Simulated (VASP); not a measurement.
# ZnS (P6_3mc) in VASP: a series of runs, part 2 of 2

VASP 6.6.1. Earlier steps stand in the parts before.

### 3 Single point, PBE

INCAR reads:

```
PREC     = Accurate       # precision mode
ENCUT    = 520            # plane-wave cutoff, eV
EDIFF    = 1E-6           # SCF threshold, eV
ISMEAR   = -1             # smearing method
SIGMA    = 0.05           # smearing width, eV
LREAL    = F              # projectors in reciprocal space
LASPH    = T              # aspherical terms in the spheres
NELM     = 80             # most SCF steps
ALGO     = Normal         # electronic algorithm
ISIF     = 2              # what is computed and relaxed
LWAVE    = F              # write WAVECAR
LCHARG   = F              # write CHGCAR
GGA      = PE             # functional
NBANDS   = 46             # bands
```

KPOINTS reads:

```
Automatic mesh
0
Gamma
  8 8 3
```

POSCAR reads:

```
ZnS
1.0
    3.8976739363      0.0000000000      0.0000000000
   -1.9488369681      3.3754846444      0.0000000000
    0.0000000000      0.0000000000     12.7655525367
Zn S
4 4
Direct
    0.6666666667      0.3333333333      0.7500000000
    0.3333333333      0.6666666667      0.2500000000
    0.0000000000      0.0000000000      0.5000000000
    0.0000000000      0.0000000000      0.0000000000
    0.6666666667      0.3333333333      0.9375000000
    0.3333333333      0.6666666667      0.4375000000
    0.0000000000      0.0000000000      0.6875000000
    0.0000000000      0.0000000000      0.1875000000
```

Potentials or basis: VASP PAW PBE potentials, release 64 (Zn, S).

Command:

```sh
$ cat potpaw_PBE.64/Zn/POTCAR potpaw_PBE.64/S/POTCAR > POTCAR
$ mpirun -np 1 vasp_std > vasp.out
```

OUTCAR:

```text
PREC = Accurate
   ENCUT = 520
   EDIFF = 1E-6
   ISMEAR = -1
   LREAL = F
   LASPH = T
   NELM = 80
   ISIF = 2
   GGA = PE

 ion  position               nearest neighbor table
   1  0.667  0.333  0.750-   7 2.39   7 2.39   7 2.39   5 2.39
   2  0.333  0.667  0.250-   8 2.39   8 2.39   8 2.39   6 2.39
   3  0.000  0.000  0.500-   6 2.39   6 2.39   6 2.39   7 2.39
   4  0.000  0.000  0.000-   5 2.39   5 2.39   5 2.39   8 2.39
   5  0.667  0.333  0.938-   4 2.39   4 2.39   4 2.39   1 2.39
   6  0.333  0.667  0.438-   3 2.39   3 2.39   3 2.39   2 2.39
[... 1189 lines left out ...]
  Total       -2.4844211     -2.4844211     -2.6190974     -0.0000000      0.0000000     -0.0000000
  in kB      -23.7003380    -23.7003380    -24.9850927     -0.0000000      0.0000000     -0.0000000
  external PRESSURE =     -24.1285896 kB  Pullay stress =       0.0000000 kB

 VOLUME and BASIS-vectors are now :
 -----------------------------------------------------------------------------
  energy-cutoff  :      520.00
  volume of cell :      167.95
      direct lattice vectors                 reciprocal lattice vectors
     3.897673936  0.000000000  0.000000000     0.256563278  0.148126877  0.000000000
    -1.948836968  3.375484644  0.000000000     0.000000000  0.296253755  0.000000000
     0.000000000  0.000000000 12.765552537     0.000000000  0.000000000  0.078335818

 POSITION                                       TOTAL-FORCE (eV/Angst)
 -----------------------------------------------------------------------------------
      1.94884      1.12516      9.57416        -0.000000     -0.000000      0.003091
     -0.00000      2.25032      3.19139         0.000000      0.000000      0.003091
      0.00000      0.00000      6.38278         0.000000     -0.000000      0.009809
      0.00000      0.00000      0.00000         0.000000      0.000000      0.009809
      1.94884      1.12516     11.96771         0.000000     -0.000000      0.017524
     -0.00000      2.25032      5.58493         0.000000      0.000000      0.017524
      0.00000      0.00000      8.77632         0.000000     -0.000000     -0.030424
      0.00000      0.00000      2.39354        -0.000000     -0.000000     -0.030424
 -----------------------------------------------------------------------------------
    total drift:                               -0.000001     -0.000001     -0.000381

  FREE ENERGIE OF THE ION-ELECTRON SYSTEM (eV)
  ---------------------------------------------------
  free  energy   TOTEN  =       -27.3519781186 eV

  energy  without entropy=      -27.3519781182  energy(sigma->0) =      -27.35197812
```

OSZICAR:

```text
N       E                     dE             d eps       ncg     rms          rms(c)
DAV:   1     0.585579431356E+03    0.58558E+03   -0.33148E+04  1840   0.186E+03
DAV:   2     0.511285653928E+02   -0.53445E+03   -0.51439E+03  1840   0.430E+02
DAV:   3    -0.253930953927E+02   -0.76522E+02   -0.75529E+02  2074   0.150E+02
DAV:   4    -0.290106951236E+02   -0.36176E+01   -0.36025E+01  2238   0.330E+01
DAV:   5    -0.290670391086E+02   -0.56344E-01   -0.56320E-01  2204   0.414E+00    0.124E+01
DAV:   6    -0.273136195453E+02    0.17534E+01   -0.35932E+00  2838   0.402E+01    0.971E+00
DAV:   7    -0.274001919103E+02   -0.86572E-01   -0.39169E+00  2098   0.776E+00    0.396E+00
DAV:   8    -0.273495725640E+02    0.50619E-01   -0.27405E-01  2328   0.474E+00    0.107E+00
DAV:   9    -0.273510557521E+02   -0.14832E-02   -0.50270E-02  2392   0.273E+00    0.348E-01
DAV:  10    -0.273514154472E+02   -0.35970E-03   -0.34038E-03  2162   0.680E-01    0.188E-01
DAV:  11    -0.273519197932E+02   -0.50435E-03   -0.83056E-04  2244   0.369E-01    0.899E-02
DAV:  12    -0.273519701408E+02   -0.50348E-04   -0.26595E-04  2182   0.350E-01    0.278E-02
DAV:  13    -0.273519722491E+02   -0.21083E-05   -0.43250E-05  2198   0.644E-02    0.160E-02
DAV:  14    -0.273519780813E+02   -0.58323E-05   -0.14145E-05  2032   0.306E-02    0.656E-03
DAV:  15    -0.273519781186E+02   -0.37210E-07   -0.72287E-07  1482   0.175E-02
   1 F= -.27351978E+02 E0= -.27351978E+02  d E =-.338832E-09
```

stdout:

```text
POSCAR found type information on POSCAR ZnS
 POSCAR found :  2 types and       8 ions
 scaLAPACK will be used
 LDA part: xc-table for (Slater+PW92), standard interpolation
 POSCAR, INCAR and KPOINTS ok, starting setup
 FFT: planning ... GRIDC
 FFT: planning ... GRID_SOFT
 FFT: planning ... GRID
 WAVECAR not read
 entering main loop
```

It took 5.3 min on 1 thread of Intel Xeon 8259CL, shared host; peak memory 0.34 GiB.

Results:

```
Free energy            : -27.3520 eV
Pressure               : -2.4 GPa
Largest force          : 0.030 eV/Å
Band gap on the k mesh : 1.88 eV
```

Forces on the atoms (eV/Å):
```
Zn   0.000  0.000  0.003
Zn   0.000  0.000  0.003
Zn   0.000  0.000  0.010
Zn   0.000  0.000  0.010
S    0.000  0.000  0.018
S    0.000  0.000  0.018
S    0.000  0.000 -0.030
S    0.000  0.000 -0.030
```

### 4 Single point, r2SCAN

This run uses another cell than the first one, of 19.57 Å³/atom.

POSCAR reads:

```
ZnS
1.0
    3.8082388517      0.0000000000      0.0000000000
   -1.9041194258      3.2980315892      0.0000000000
    0.0000000000      0.0000000000     12.4668285016
Zn S
4 4
Direct
    0.6666666667      0.3333333333      0.7500467535
    0.3333333333      0.6666666667      0.2500467535
    0.0000000000      0.0000000000      0.5000792131
    0.0000000000      0.0000000000      0.0000792131
    0.6666666667      0.3333333333      0.9376105123
    0.3333333333      0.6666666667      0.4376105123
    0.0000000000      0.0000000000      0.6872635211
    0.0000000000      0.0000000000      0.1872635211
```

INCAR.step1 reads:

```
PREC = Accurate ; ENCUT = 520
ISMEAR = -1 ; SIGMA = 0.05
LREAL = False ; LASPH = True
NELM = 100 ; NBANDS = 46
GGA = PE ; ALGO = Normal
EDIFF = 1E-4 ; LWAVE = True
LCHARG = False
```

INCAR.step2 reads:

```
PREC = Accurate ; ENCUT = 520
EDIFF = 1E-6 ; ISMEAR = -1
SIGMA = 0.05 ; LREAL = False
LASPH = True ; NELM = 100
ALGO = Normal ; ISIF = 2
LWAVE = False ; LCHARG = False
METAGGA = R2SCAN ; LMIXTAU = True
NBANDS = 46 ; ISTART = 1
```

KPOINTS is that of step 3.

Command:

```sh
$ cat potpaw_PBE.64/Zn/POTCAR potpaw_PBE.64/S/POTCAR > POTCAR
$ cp INCAR.step1 INCAR
$ mpirun -np 1 vasp_std > vasp.out
$ cp INCAR.step2 INCAR
$ mpirun -np 1 vasp_std > vasp.out
```

Run time: 13 min. Hardware: 1 thread of Intel Xeon 8259CL, shared host; peak memory 0.35 GiB.

Results (log left out):

```yaml
Free_energy: -75.4563 eV
Pressure: 0.0 GPa
Largest_force: 0.004 eV/Å
Band_gap_on_the_k_mesh: 2.75 eV
```

Forces on the atoms (eV/Å):
```
Zn   0.000  0.000 -0.004
Zn   0.000  0.000 -0.004
Zn   0.000  0.000 -0.001
Zn   0.000  0.000 -0.001
S    0.000  0.000  0.003
S    0.000  0.000  0.003
S    0.000  0.000  0.003
S    0.000  0.000  0.003
```

Levels at points of the mesh, in eV from the valence-band top:
| k point | band 34 | band 35 | band 36 | band 37 | band 38 | band 39 |
| --- | --- | --- | --- | --- | --- | --- |
| (0.00, 0.00, 0.00) | -0.04 | 0.00 | 0.00 | 2.75 | 3.72 | 3.95 |
| (0.50, 0.00, 0.00) | -1.64 | -1.15 | -0.91 | 3.74 | 3.76 | 4.17 |

Caveat: the PAW data sets were made with another functional, which shifts forces and pressure a little.

### 5 Single point, PBE

This run uses another cell than the first one, of 19.81 Å³/atom.

INCAR reads:

```
SYSTEM = ZnS
PREC = Accurate
ENCUT = 520
EDIFF = 1E-7
ISMEAR = -1
SIGMA = 0.05
LREAL = .False.
LASPH = .True.
NELM = 100
ALGO = Normal
ISIF = 2
LWAVE = .False.
LCHARG = .False.
GGA = PE
NBANDS = 46
```

KPOINTS reads:

```
Automatic mesh
0
Gamma
  11 11 3
  0 0 0
```

POSCAR reads:

```
ZnS
1.0
    3.8227000000      0.0000000000      0.0000000000
   -1.9113500000      3.3105553110      0.0000000000
    0.0000000000      0.0000000000     12.5200000000
Zn S
4 4
Direct
    0.6666666667      0.3333333333      0.7500000000
    0.3333333333      0.6666666667      0.2500000000
    0.0000000000      0.0000000000      0.5000000000
    0.0000000000      0.0000000000      0.0000000000
    0.6666666667      0.3333333333      0.9375000000
    0.3333333333      0.6666666667      0.4375000000
    0.0000000000      0.0000000000      0.6875000000
    0.0000000000      0.0000000000      0.1875000000
```

Command:

```sh
$ cat potpaw_PBE.64/Zn/POTCAR potpaw_PBE.64/S/POTCAR > POTCAR
$ mpirun -np 1 vasp_std > vasp.out
```

Wall time 5.9 min (1 thread of Intel Xeon 8259CL, shared host); peak memory 0.36 GiB.

It converged, with:

```yaml
Free_energy: -27.3842 eV
Pressure: 1.5 GPa
Largest_force: 0.044 eV/Å
Band_gap_on_the_k_mesh: 2.13 eV
```

Forces in eV/Å, atoms in the order of the input:
```
Zn   0.000  0.000  0.008
Zn   0.000  0.000  0.008
Zn   0.000  0.000  0.023
Zn   0.000  0.000  0.023
S    0.000  0.000  0.013
S    0.000  0.000  0.013
S    0.000  0.000 -0.044
S    0.000  0.000 -0.044
```

Stress tensor (GPa, compression positive):
```
1.54 0.00 0.00
0.00 1.54 0.00
0.00 0.00 1.40
```

Levels at points of the mesh, in eV from the valence-band top:
| k point | band 33 | band 34 | band 35 | band 36 | band 37 | band 38 | band 39 | band 40 |
| --- | --- | --- | --- | --- | --- | --- | --- | --- |
| (0.00, 0.00, 0.00) | -0.45 | -0.04 | 0.00 | 0.00 | 2.13 | 3.19 | 3.39 | 3.63 |

### 6 Overview

| level | cell | k mesh | gap on the mesh (eV) | pressure (GPa) | largest force (eV/Å) |
| --- | --- | --- | --- | --- | --- |
| SVWN5 | a = 3.898, b = 3.898, c = 12.766 Å, angles 90.0, 90.0, 120.0°, 8 atoms, atomic positions A | 8 × 8 × 3 | 1.62 | -7.9 | 0.03 |
| PBE | a = 3.898, b = 3.898, c = 12.766 Å, angles 90.0, 90.0, 120.0°, 8 atoms, atomic positions A | 8 × 8 × 3 | 1.88 | -2.4 | 0.03 |
| r2SCAN | a = 3.808, b = 3.808, c = 12.467 Å, angles 90.0, 90.0, 120.0°, 8 atoms, atomic positions B | 8 × 8 × 3 | 2.75 | 0.0 | - |
| PBE | a = 3.823, b = 3.823, c = 12.520 Å, angles 90.0, 90.0, 120.0°, 8 atoms, atomic positions A | 11 × 11 × 3 | 2.13 | 1.5 | 0.04 |

Alike in all rows: task single point; potentials or basis VASP PAW PBE potentials, release 64 (Zn, S); no spin polarisation; cutoff (eV) 520; smearing fermi-dirac 0.05 eV.

Caveats: the PAW data sets were made with another functional, which shifts forces and pressure a little (at least some runs); the cell stands under tension (at least some runs).

Total energies depend on the potentials used, so only differences within one code and one set of settings carry meaning.

### 7 How close it comes

Step 4. Measured gap of ZnS: 3.911 eV (direct; 4 K; a printed reference work, monograph). This calculation gives 2.75 eV (-1.16 eV). The value is that of r2SCAN on a finite k mesh, which can miss the band edges, without temperature or zero-point motion.
